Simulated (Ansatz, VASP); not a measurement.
# Two plane-wave programs on Ga

```xyz
1
Lattice="0.0000 2.1920 2.1920 2.1920 0.0000 2.1920 2.1920 2.1920 0.0000" Properties=species:S:1:pos:R:3 pbc="T T T"
Ga    0.0000    0.0000    0.0000
```

Alike in both runs: task single point; functional revPBE; k mesh 14 × 14 × 14; occupations fermi-dirac, width 0.1 eV; no spin polarisation.

```csv
,VASP,Ansatz
version,VASP 6.6.1,Ansatz 0.2.0
potentials or method,"VASP PAW PBE potentials, release 64 (Ga_d)","plane waves (420 eV) with PAW, scalar-relativistic"
plane-wave cutoff (eV),520,420
valence electrons in the cell,13,13
```

```tsv
	VASP	Ansatz	Ansatz less VASP
pressure (GPa)	-2.9	-3.0	-0.04
```

Caveats: the PAW data sets were made with another functional, which shifts forces and pressure a little (VASP).
